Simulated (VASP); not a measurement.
Cs2SnI6, 9 atoms in the cell. Symmetry: Fm-3m, No. 225, cubic system. Conventional cell: a = 11.628 Å, b = 11.628 Å, c = 11.628 Å, α = 90.00°, β = 90.00°, γ = 90.00°. Cs (site symmetry -43m) has 12 I at 4.11 Å as nearest neighbours. Sn (site symmetry m-3m) has 6 I at 2.85 Å as nearest neighbours. I (site symmetry 4mm) is surrounded by 1 Sn at 2.85 Å. 

* Program: VASP 6.6.1
* Task: relaxation of cell and atoms
* Functional: PBE
* Potentials or basis: VASP PAW PBE potentials, release 64 (Cs_sv, Sn, I)
* Cutoff: 300 eV
* k mesh: 3 × 3 × 3
* Occupations: gaussian, width 0.03 eV
* Spin: no spin polarisation
* Further INCAR settings: ALGO = Normal; EDIFF = 1e-06; IBRION = 2; EDIFFG = -0.01; NSW = 90; ISIF = 3

Potentials or basis: VASP PAW PBE potentials, release 64 (Cs_sv, Sn, I).

Run with:

```bash
$ cat potpaw_PBE.64/Cs_sv/POTCAR potpaw_PBE.64/Sn/POTCAR potpaw_PBE.64/I/POTCAR > POTCAR
$ mpirun -np 2 vasp_std > vasp.out
```

Hardware: 2 MPI ranks on Intel(R) Xeon(R) Platinum 8259CL CPU @ 2.50GHz (Skylake/Cascade Lake) (shared host).

Q: Estimate the wall time of this run.

A: It took 3.5 min on 2 MPI ranks on Intel(R) Xeon(R) Platinum 8259CL CPU @ 2.50GHz (Skylake/Cascade Lake), on a shared host, peak memory 0.33 GiB a rank. Counts: scf iterations 87, k points 4, ion steps 12.
